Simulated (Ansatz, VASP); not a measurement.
# One calculation of Al2Pt, two programs

INCAR

```
PREC = Accurate
ENCUT = 520
EDIFF = 1E-7
ISMEAR = -1
SIGMA = 0.05
LREAL = F
LASPH = T
NELM = 60
ALGO = Normal
ISIF = 2
LWAVE = F
LCHARG = F
GGA = PS
NBANDS = 15
```

KPOINTS

```
regular mesh
0
Gamma
  8 8 8
```

Contents of POSCAR:

```
Al2Pt
1.0
    0.0000000000      3.0129558903      3.0129558903
    3.0129558903      0.0000000000      3.0129558903
    3.0129558903      3.0129558903      0.0000000000
Pt Al
1 2
Direct
    0.0000000000      0.0000000000      0.0000000000
    0.7500000000      0.7500000000      0.7500000000
    0.2500000000      0.2500000000      0.2500000000
```

input.yaml

```yaml
crystal:
  lattice:
    - [0.0, 3.0129558903, 3.0129558903]
    - [3.0129558903, 0.0, 3.0129558903]
    - [3.0129558903, 3.0129558903, 0.0]
  atoms:
    - { symbol: Pt, position: [0.0, 0.0, 0.0] }
    - { symbol: Al, position: [0.75, 0.75, 0.75] }
    - { symbol: Al, position: [0.25, 0.25, 0.25] }
hamiltonian:
  xc: pbesol
  pseudopotentials: { kind: paw }
kpoints:
  mp_grid: { grid: [8, 8, 8] }
scf:
  occupations: { method: fermi_dirac, width: 0.05 }
output:
  forces: true
  stress: true
  eigenvalues: true
```

Change from the starting cell: volume scaled by 1.06.

Alike in both runs: task single point; functional PBEsol; k mesh 8 × 8 × 8; occupations fermi-dirac, width 0.05 eV; no spin polarisation.

|  | VASP | Ansatz |
| --- | --- | --- |
| version | VASP 6.6.1 | Ansatz 0.2.0 |
| potentials or method | VASP PAW PBE potentials, release 64 (Pt, Al) | Ansatz PAW |
| plane-wave cutoff (eV) | 520 | 420 |
| valence electrons in the cell | 16 | 24 |

```csv
,VASP,Ansatz,Ansatz less VASP
gap on the k mesh at the Fermi level (eV),none,none,-
pressure (GPa),-7.9,-7.8,+0.08
```

A gap of «none» marks a metal or a gap that the smearing closes. The two sets of potentials don't hold the same shells in valence.

Caveats: the PAW data sets were made with another functional, which shifts forces and pressure a little (VASP); the PAW data sets come from PBE, with cores solved anew for the run's functional, which leaves a small shift of forces and pressure (Ansatz). The runs have no spin-orbit coupling, so splittings on Pt are missing.
